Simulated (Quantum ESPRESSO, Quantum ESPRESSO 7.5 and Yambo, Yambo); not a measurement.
## A GW chain in Yambo: AlAs (F-43m)

Aim: the G0W0 gap of AlAs (F-43m) on PBE, step by step.

Calculated with Quantum ESPRESSO 7.5 and Yambo 5.3.0; PBE and many-body steps on it, plane waves.

**What was measured.**

- Gap 3.018 eV: lowest direct gap at Gamma; earlier measurement quoted from literature, technique not stated; 300 K; bulk crystal (pure AlAs, literature value used as model input) (quoted in “Simultaneous Measurement of Mid-Infrared Refractive Indices in Thin-Film Heterostructures: Methodology and Results for GaAs/AlGaAs”, 2023, arxiv:2301.08293).

This is a report of a sequence of runs, with most program output left out.

### 1. The starting structure

It takes space group F-43m (No. 216, cubic). Conventional cell: a = 5.661 Å, b = 5.661 Å, c = 5.661 Å, α = 90.00°, β = 90.00°, γ = 90.00°. Al has 4 As at 2.45 Å nearest. As has 4 Al at 2.45 Å nearest. Farther neighbours are not listed.

Coordinates:

```cif
data_structure
_symmetry_space_group_name_H-M 'F-43m'
_symmetry_Int_Tables_number 216
_cell_length_a 5.6608
_cell_length_b 5.6608
_cell_length_c 5.6608
_cell_angle_alpha 90.000
_cell_angle_beta 90.000
_cell_angle_gamma 90.000
_cell_volume 181.40
loop_
_atom_site_label
_atom_site_type_symbol
_atom_site_symmetry_multiplicity
_atom_site_Wyckoff_symbol
_atom_site_fract_x
_atom_site_fract_y
_atom_site_fract_z
_atom_site_occupancy
Al1 Al 4 a 0.00000 0.00000 0.00000 1
As1 As 4 d 0.25000 0.25000 0.75000 1
```

The cell and positions come from the Crystallography Open Database and are kept as given unless a step says otherwise.

### 2. Ground state

This step: Quantum ESPRESSO 7.5; DFT, PBE, plane waves, norm-conserving pseudopotentials.

The ground-state density comes first.

pw.in reads:

```
&control
  calculation = 'scf'
  prefix = 'x'
  outdir = 'o'
  pseudo_dir = 'pseudo'
/
&system
  ibrav = 0
  nat = 2
  ntyp = 2
  ecutwfc = 76.0
  nbnd = 14
  force_symmorphic = .true.
/
&electrons
  conv_thr = 1e-10
  electron_maxstep = 80
  mixing_beta = 0.5
/
ATOMIC_SPECIES
  Al 26.982 Al.upf
  As 74.922 As.upf
CELL_PARAMETERS angstrom
  0.0000000000 2.8304000000 2.8304000000
  2.8304000000 0.0000000000 2.8304000000
  2.8304000000 2.8304000000 -0.0000000000
ATOMIC_POSITIONS crystal
  Al 0.0000000000 0.0000000000 0.0000000000
  As 0.2500000000 0.2500000000 0.2500000000
K_POINTS automatic
  6 6 6 0 0 0
```

Launch:

```sh
$ OMP_NUM_THREADS=1 mpirun -n 8 pw.x -nk 8 -in pw.in > pw.out
```

Wall time 3.3 s (8 MPI ranks of Arm Neoverse V2, shared host); peak memory 0.47 GiB.

This step gave:

```yaml
total_energy: -2950.2336 eV
gap: 1.436 eV
k_of_the_valence_top: 0, 0, 0
k_of_the_conduction_bottom: 0, -0.5, -0.5
least_direct_gap: 2.045 eV
```

The gap is indirect, with the least direct gap 0.61 eV higher.

### 3. Bands along the symmetry lines

The cheap functional maps the bands first; the places of the edges decide which points the dearer methods must see.

pw.in reads:

```
&control
  calculation = 'bands'
  prefix = 'x'
  outdir = 'o'
  pseudo_dir = 'pseudo'
/
&system
  ibrav = 0
  nat = 2
  ntyp = 2
  ecutwfc = 76.0
  nbnd = 15
  force_symmorphic = .true.
/
&electrons
  conv_thr = 1e-9
  electron_maxstep = 80
  diago_full_acc = .true.
  diago_thr_init = 5e-6
/
ATOMIC_SPECIES
  Al 26.982 Al.upf
  As 74.922 As.upf
CELL_PARAMETERS angstrom
  0.0000000000 2.8304000000 2.8304000000
  2.8304000000 0.0000000000 2.8304000000
  2.8304000000 2.8304000000 -0.0000000000
ATOMIC_POSITIONS crystal
  Al 0.0000000000 0.0000000000 0.0000000000
  As 0.2500000000 0.2500000000 0.2500000000
K_POINTS crystal
  50
  0.00000000 0.00000000 0.00000000 1
  -0.06250000 -0.06250000 0.00000000 1
  -0.12500000 -0.12500000 0.00000000 1
  -0.18750000 -0.18750000 0.00000000 1
  -0.25000000 -0.25000000 0.00000000 1
  -0.31250000 -0.31250000 0.00000000 1
  -0.37500000 -0.37500000 0.00000000 1
  -0.43750000 -0.43750000 0.00000000 1
  -0.50000000 -0.50000000 0.00000000 1
  -0.48437500 -0.48437500 0.03125000 1
  -0.46875000 -0.46875000 0.06250000 1
  -0.45312500 -0.45312500 0.09375000 1
  -0.43750000 -0.43750000 0.12500000 1
  -0.42187500 -0.42187500 0.15625000 1
  -0.40625000 -0.40625000 0.18750000 1
  -0.39062500 -0.39062500 0.21875000 1
  -0.37500000 -0.37500000 0.25000000 1
  -0.37500000 0.00000000 0.37500000 1
  -0.32812500 0.00000000 0.32812500 1
  -0.28125000 0.00000000 0.28125000 1
  -0.23437500 0.00000000 0.23437500 1
  -0.18750000 0.00000000 0.18750000 1
  -0.14062500 0.00000000 0.14062500 1
  -0.09375000 0.00000000 0.09375000 1
  -0.04687500 0.00000000 0.04687500 1
  0.00000000 0.00000000 0.00000000 1
  0.00000000 0.00000000 0.06250000 1
  0.00000000 0.00000000 0.12500000 1
  0.00000000 0.00000000 0.18750000 1
  0.00000000 0.00000000 0.25000000 1
  0.00000000 0.00000000 0.31250000 1
  0.00000000 0.00000000 0.37500000 1
  0.00000000 0.00000000 0.43750000 1
  -0.00000000 -0.00000000 0.50000000 1
  -0.06250000 -0.03125000 0.46875000 1
  -0.12500000 -0.06250000 0.43750000 1
  -0.18750000 -0.09375000 0.40625000 1
  -0.25000000 -0.12500000 0.37500000 1
  -0.31250000 -0.15625000 0.34375000 1
  -0.37500000 -0.18750000 0.31250000 1
  -0.43750000 -0.21875000 0.28125000 1
  -0.50000000 -0.25000000 0.25000000 1
  -0.50000000 -0.28125000 0.21875000 1
  -0.50000000 -0.31250000 0.18750000 1
  -0.50000000 -0.34375000 0.15625000 1
  -0.50000000 -0.37500000 0.12500000 1
  -0.50000000 -0.40625000 0.09375000 1
  -0.50000000 -0.43750000 0.06250000 1
  -0.50000000 -0.46875000 0.03125000 1
  -0.50000000 -0.50000000 0.00000000 1
```

The job ended after 2.9 s (8 MPI ranks; peak memory 0.42 GiB).

This step gave:

```yaml
gap: 1.436 eV
k_of_the_valence_top: 0, 0, 0
k_of_the_conduction_bottom: -0.5, -0.5, 0
least_direct_gap: 2.045 eV
```

The gap is 1.436 eV, as in the run before at this level.

The electronic bands at the labelled points (eV, zero at the top of the highest filled band):

```
    point  band 6  band 7  band 8  band 9  band 10  band 11  band 12  band 13
        Γ  -11.87    0.00    0.00    0.00     2.04     4.29     4.29     4.29
  halfway  -11.09   -3.21   -1.34   -1.34     2.59     3.78     6.84     6.84
        X   -9.90   -5.43   -2.17   -2.17     1.44     2.30    10.33    10.33
  halfway   -9.90   -5.35   -2.71   -2.08     1.80     3.03     9.53     9.58
        U   -9.94   -5.17   -3.41   -1.80     2.24     4.98     8.18     8.33
jump to K   -9.94   -5.17   -3.41   -1.80     2.24     4.98     8.18     8.33
  halfway  -11.03   -3.68   -2.00   -0.46     3.71     4.97     5.18     5.93
        Γ  -11.87    0.00    0.00    0.00     2.04     4.29     4.29     4.29
  halfway  -11.29   -3.38   -0.48   -0.48     2.62     4.92     4.92     6.45
        L  -10.45   -5.57   -0.82   -0.82     2.14     4.69     4.69     7.76
  halfway  -10.19   -5.26   -2.69   -1.54     3.67     4.25     6.69     7.66
        W   -9.87   -5.08   -3.18   -2.82     4.33     5.65     5.71     6.07
  halfway   -9.89   -5.28   -2.69   -2.54     2.50     3.41     8.13     8.86
        X   -9.90   -5.43   -2.17   -2.17     1.44     2.30    10.33    10.33
```

### 4. Empty states on the mesh, 4×4×4 mesh, 127 bands

The sums over transitions need many empty states on a uniform mesh; this step solves for them.

pw.in reads:

```
&control
  calculation = 'nscf'
  prefix = 'x'
  outdir = 'o'
  pseudo_dir = 'pseudo'
/
&system
  ibrav = 0
  nat = 2
  ntyp = 2
  ecutwfc = 76.0
  nbnd = 127
  force_symmorphic = .true.
/
&electrons
  conv_thr = 1e-9
  electron_maxstep = 80
  diago_full_acc = .true.
  diago_thr_init = 5e-6
/
ATOMIC_SPECIES
  Al 26.982 Al.upf
  As 74.922 As.upf
CELL_PARAMETERS angstrom
  0.0000000000 2.8304000000 2.8304000000
  2.8304000000 0.0000000000 2.8304000000
  2.8304000000 2.8304000000 -0.0000000000
ATOMIC_POSITIONS crystal
  Al 0.0000000000 0.0000000000 0.0000000000
  As 0.2500000000 0.2500000000 0.2500000000
K_POINTS automatic
  4 4 4 0 0 0
```

Launch:

```sh
$ OMP_NUM_THREADS=1 mpirun -n 8 pw.x -nk 4 -in pw.in > pw.out
```

The job ended after 4.7 s (8 MPI ranks; peak memory 0.51 GiB).

This step gave:

```yaml
gap: 1.436 eV
k_of_the_valence_top: 0, 0, 0
k_of_the_conduction_bottom: 0, -0.5, -0.5
least_direct_gap: 2.045 eV
k_points_computed: 8
lowest_point_of_the_top_converged_band_above_the_valence_top: 97.0936 eV
```

On this mesh the gap is 1.436 eV.

### 5. Conversion and set-up

This step: Yambo 5.3.0; conversion and set-up on PBE, plane waves, norm-conserving pseudopotentials.

The states are converted to the many-body program's format and the q mesh is built.

Launch:

```sh
$ (cd o/x.save; p2y > p2y.log; mv SAVE ../..); yambo > setup.log
```

Elapsed: 2.3 s, on 1 MPI rank; peak memory 0.25 GiB.

### 6. Screening and self-energy, 4×4×4 mesh, 127 bands, screening to 142.9 eV

G0W0 replaces the xc potential by the self-energy, built once from these orbitals. Only a window of levels is corrected, while the sums run over the empty bands that the input names.

This step: G0W0 on PBE, plane waves, norm-conserving pseudopotentials.

gw1.in reads:

```
HF_and_locXC
gw0
dyson
ppa
em1d
rim_cut
RandQpts= 1000000
RandGvec= 1 RL
EXXRLvcs= 76 Ry
VXCRLvcs= 304 Ry
Chimod= "HARTREE"
% BndsRnXp
 1 | 127 |
%
NGsBlkXp= 10.5 Ry
% LongDrXp
 1 | 1 | 1 |
%
% GbndRnge
 1 | 127 |
%
DysSolver= "n"
ExtendOut
PPAPntXp= 27.21138 eV
% QPkrange
 1 | 1 | 8 | 11 |
 7 | 7 | 8 | 11 |
%
```

Launch:

```sh
$ OMP_NUM_THREADS=1 mpirun -n 8 yambo -F gw1.in -J gw1 -C gw1 > gw1.log
```

Run time: 30 s. Hardware: 8 MPI ranks; peak memory 3.1 GiB; 3.8 min of CPU time.

This step gave:

```yaml
g0w0_gap_on_the_points_computed: 2.502 eV
starting_gap_on_the_mesh: 1.436 eV
k_of_the_valence_top: 0, 0, 0
k_of_the_conduction_bottom: 0, -0.5, -0.5
least_direct_g0w0_gap_on_the_computed_points: 3.130 eV
z_at_the_valence_top: 0.7880
z_at_the_conduction_bottom: 0.8050
```

The gap on the mesh goes from 1.44 eV to 2.50 eV, a correction of +1.07 eV.

Limits: finite bands, cutoff and mesh; exchange with frozen shells missing; no spin-orbit coupling; coarse k mesh. v1 is the top filled band, c1 the lowest empty one. The levels before and after the correction (eV, zero at the valence-band top of each column):

```
           conduction bottom  valence top
Kohn-Sham               1.44         0.00
     G0W0               2.50         0.00
```

```
                         level  energy (eV)
Kohn-Sham              Γ v2-v1        0.000
Kohn-Sham                 Γ c1        2.045
Kohn-Sham                 Γ c2        4.294
Kohn-Sham  (0 -0.5 -0.5) v2-v1       -2.173
Kohn-Sham     (0 -0.5 -0.5) c1        1.436
Kohn-Sham     (0 -0.5 -0.5) c2        2.301
     G0W0              Γ v2-v1        0.000
     G0W0                 Γ c1        3.130
     G0W0                 Γ c2        5.551
     G0W0  (0 -0.5 -0.5) v2-v1       -2.199
     G0W0     (0 -0.5 -0.5) c1        2.502
     G0W0     (0 -0.5 -0.5) c2        3.479
```

### 7. Where the time went

Times are wall times on the hardware named with each run, good to a factor of about two.

```
                          step   time  share  memory (GiB)
                  ground state  3.3 s    8 %          0.47
bands along the symmetry lines  2.9 s    7 %          0.42
      empty states on the mesh  4.7 s   11 %          0.51
         conversion and set-up  2.3 s    5 %          0.25
     screening and self-energy   30 s   69 %           3.1
```

### 8. What came out

```yaml
pbe_gap: 1.44 eV, indirect
g0w0_gap_on_the_mesh: 2.50 eV
gw_settings: 4×4×4 mesh, 127 bands, screening to 142.9 eV, Godby-Needs plasmon pole
known_limits: not at the basis limit; exchange with frozen shells missing; no spin-orbit coupling; coarse k mesh
```

**Reading.** G0W0 moves the gap on the mesh from 1.44 eV to 2.50 eV (+1.07 eV), with Z of 0.79 and 0.80 at the edges. Only 2 of the mesh's irreducible points were corrected, so a valley elsewhere could overtake. The dearest step here is «screening and self-energy». Against experiment, by G0W0@PBE: the direct gap of 3.13 eV lies +0.11 eV from the measured 3.018 eV (direct, 300 K, quoted 2023). An exciton line or allowed optical edge lies below the quasiparticle gap by the binding energy; a forbidden edge can push the onset above it. The calculation has static nuclei and no excitons; a measured gap holds zero-point and thermal motion, which mostly lowers it. Bands and cutoff are finite, so the gap is not at the basis limit. The miss can reach some tenths of an eV and take either sign; the mesh is an error of its own. In the G0W0 run levels were corrected at 2 k points alone, so a gap called «on the mesh» is the least over those, and an edge elsewhere would be missed. The 4×4×4 mesh is coarse for this cell, which bears on the long-range parts of exchange and screening. The norm-conserving file of at least one element keeps a d shell over frozen s and p shells of the same row. Exchange with those shells is missing from the self-energy, an error of 0.3 to 0.9 eV in cases checked, whose sign depends on which edge lies on those atoms. The many-body steps are scalar-relativistic: spin-orbit coupling is not in them.

[Paths, hosts, dates, memory and timing lines, banners, echoed tables and standing remarks are left out of the program output.]

[Logs are printed without paths, hosts, clocks, repeated set-up lines and the standing remarks that a program may print on its own settings, such as how far it seeks lower states.]

[Runs of the session that timed out or met a known fault of the program may be left out.]

[Hosts, paths, dates, database ids (printed as entryN), source tags and the programs' standing remarks are cut or masked in the printed files.]
